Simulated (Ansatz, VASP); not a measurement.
**Si: VASP beside Ansatz**

File INCAR:

```
SYSTEM = Si
PREC = Accurate
ENCUT = 520
EDIFF = 1E-7
ISMEAR = -1
SIGMA = 0.08
LREAL = .FALSE.
LASPH = .TRUE.
NELM = 100
ALGO = Normal
ISIF = 2
LWAVE = .FALSE.
LCHARG = .FALSE.
NBANDS = 11
```

The input KPOINTS:

```
Automatic mesh
0
G
  11 11 11
  0 0 0
```

Contents of POSCAR:

```
Si
1.0
    0.0000000000      2.7154700000      2.7426247000
    2.7154700000      0.0000000000      2.7426247000
    2.7154700000      2.7154700000      0.0000000000
Si
2
Direct
    0.5000000000      0.5000000000      0.5000000000
    0.7500000000      0.7500000000      0.7500000000
```

Input for Ansatz:

```yaml
crystal:
  lattice:
    - [0.0, 2.71547, 2.7426247]
    - [2.71547, 0.0, 2.7426247]
    - [2.71547, 2.71547, 0.0]
  atoms:
    - { symbol: Si, position: [0.5, 0.5, 0.5] }
    - { symbol: Si, position: [0.75, 0.75, 0.75] }
kpoints:
  mp_grid: { grid: [11, 11, 11] }
  band_path:
    path:
      - [0.0, 0.0, 0.0]
      - [0.0, 0.5, 0.5]
      - [0.25, 0.75, 0.5]
      - [0.0, 0.5, 0.0]
      - [0.0, 0.0, 0.0]
      - [0.5, 0.5, 0.0]
      - [0.3725370062, 0.6274629938, 0.0]
      - [-0.3725370062, 0.3725370062, 0.0]
      - [0.0, 0.0, 0.0]
    npoints: 5
scf:
  occupations: { method: fermi_dirac, width: 0.08 }
hamiltonian:
  xc: lda
  pseudopotentials: { kind: all_electron, lapw: { basis_error: 0.00025 } }
output:
  forces: true
  stress: true
  eigenvalues: true
```

Change from the starting cell: zz strain of +1 %.

Alike in both runs: task single point; functional LDA; k mesh 11 × 11 × 11; occupations fermi-dirac, width 0.08 eV; no spin polarisation.

|  | VASP | Ansatz |
| --- | --- | --- |
| version | VASP 6.6.1 | Ansatz 0.2.0 |
| potentials or method | VASP PAW LDA potentials, release 64 (Si) | all-electron LAPW, scalar-relativistic |
| plane-wave cutoff (eV) | 520 | see its input |

|  | VASP | Ansatz | Ansatz less VASP |
| --- | --- | --- | --- |
| pressure (GPa) | -2.3 | -2.4 | -0.09 |
| largest component of the traceless stress (GPa) | 0.64 | 0.65 | +0.001 |

Ansatz ran all-electron here, so the differences hold the error of VASP's frozen core and of both bases.

Caveats: an odd mesh through Γ misses points on the zone boundary, where band edges often lie.
